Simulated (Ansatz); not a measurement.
Input of an Ansatz 0.2.0 run:

File input.yaml:

```yaml
crystal:
  lattice:
    - [0.0, 2.09130951, 2.09130951]
    - [2.09130951, 0.0, 2.09130951]
    - [2.09130951, 2.09130951, 0.0]
  atoms:
    - { symbol: Ni, position: [0.0, 0.0, 0.0], spin: 4.0 }
    - { symbol: O, position: [0.5, 0.5, 0.5] }
hamiltonian:
  xc: lda
  pseudopotentials: { kind: paw }
  hubbard: { sites: [{ species: Ni, l: d, u_eff: 8.0 }] }
magnetization:
  spin_polarized: true
  initial_magnetization: 4.0
  spin_locking: { lock_magnetization: hard }
kpoints:
  mp_grid: { grid: [8, 8, 8] }
scf:
  occupations: { method: gaussian, width: 0.05 }
output:
  forces: true
  stress: true
  eigenvalues: true
  write_density: true
  write_potential: true
  elf: true
  volumetric_format: npy
```

Potentials or basis: Ansatz PAW.

Launch:

```bash
$ ansatz run input.yaml --threads 2 --pin off --max-ram 5632MiB --backend cpu --events-out ev --progress --plain --runs-dir out
```

Q: Predict the pressure.

A: 70.3 GPa.

Eigenvalues of the final occupation matrices:
```
  site  spin  trace               eigenvalues
site 1     1   5.00  1.00 1.00 1.00 1.00 1.00
site 1     2   2.91  0.04 0.14 0.75 0.99 0.99
```

Caveat: the magnetic or orbital state may not be the lowest; a pressure of tens of GPa on the cell as given is suspect, and the run, the potentials or the cell itself is likely at fault; the pressure holds a Pulay correction of +1.0 GPa for the finite cutoff; the total moment is fixed, so each spin has its own Fermi level; a cell with one magnetic atom can't hold antiferromagnetic order, which such compounds often take; the PAW data sets come from PBE, with cores solved anew for the run's functional, which leaves a small shift of forces and pressure; the thresholds are loose for stress. The state reached can hang on the start; a lower one may exist.
